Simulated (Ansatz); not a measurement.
Runs of Ansatz 0.2.0 on TePt. Symmetry: F-43m, No. 216, cubic system. Conventional cell: a = 6.490 Å, b = 6.490 Å, c = 6.490 Å, α = 90.00°, β = 90.00°, γ = 90.00°. Around Pt (site symmetry -43m) lie 4 Te at 2.81 Å. Te (site symmetry -43m) is surrounded by 4 Pt at 2.81 Å. Measurements of this composition are mostly on another form, of space group No. 166.

```csv
level,spin,U,cutoff (eV),gap on the mesh (eV),pressure (GPa),moment (μB)
PBEsol+U,off,Pt d U = 6 eV,420,none,(a),-
PBEsol+U,"collinear, random start",Pt d U = 7 eV,420,none,-12.2,0.00
PBEsol+U,"collinear, ferromagnetic start",Pt d U = 7 eV,420,none,-12.2,0.00
r2SCAN+U,"collinear, ferromagnetic start",Pt d U = 5 eV,500,none,-12.0,0.19
```

Alike in all rows: task single point; potentials or basis Ansatz PAW; cell as given; k mesh 5 × 5 × 5; smearing gaussian 0.05 eV.

**Question.** Estimate the missing entries.

**Answer.** (a) -12.4.

Caveats: the PAW data sets come from PBE, with cores solved anew for the run's functional, which leaves a small shift of forces and pressure; the U is typed as a test and isn't derived for this compound; the magnetic or orbital state may not be the lowest (some runs); the starting moments weren't kept (some runs); U without spin polarisation on a metal has little footing (some runs).

A k mesh can miss the band edges, and the runs leave out spin-orbit coupling on Pt, Te.

A gap of «none» marks a metal or a gap under the smearing width.
